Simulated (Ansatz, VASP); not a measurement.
## LiCl: VASP beside Ansatz

```
Li Cl
1.0
     0.00000    2.46825    2.46825
     2.46825    0.00000    2.46825
     2.46825    2.46825    0.00000
Li Cl
1 1
Direct
  0.00000 0.00000 0.00000
  0.50000 0.50000 0.50000
```

Alike in both runs: task single point; functional PBE; k mesh 8 × 8 × 8; occupations gaussian, width 0.02 eV; no spin polarisation.

|  | VASP | Ansatz |
| --- | --- | --- |
| version | VASP 6.6.1 | Ansatz 0.2.0 |
| potentials or method | VASP PAW PBE potentials, release 64 (Li_sv, Cl) | scalar-relativistic, plane waves, PAW |
| plane-wave cutoff (eV) | 520 | 420 |
| valence electrons in the cell | 10 | 10 |

```tsv
	VASP	Ansatz	Ansatz less VASP
gap on the k mesh at the Fermi level (eV)	6.87	6.85	-0.021
least direct gap on the mesh (eV)	7.06	7.05	-0.013
```

The functional is the same, so the differences come from potentials, cutoffs and numerics.

 A k mesh can miss the band edges. As with any semilocal functional, this PBE gap is likely too small.
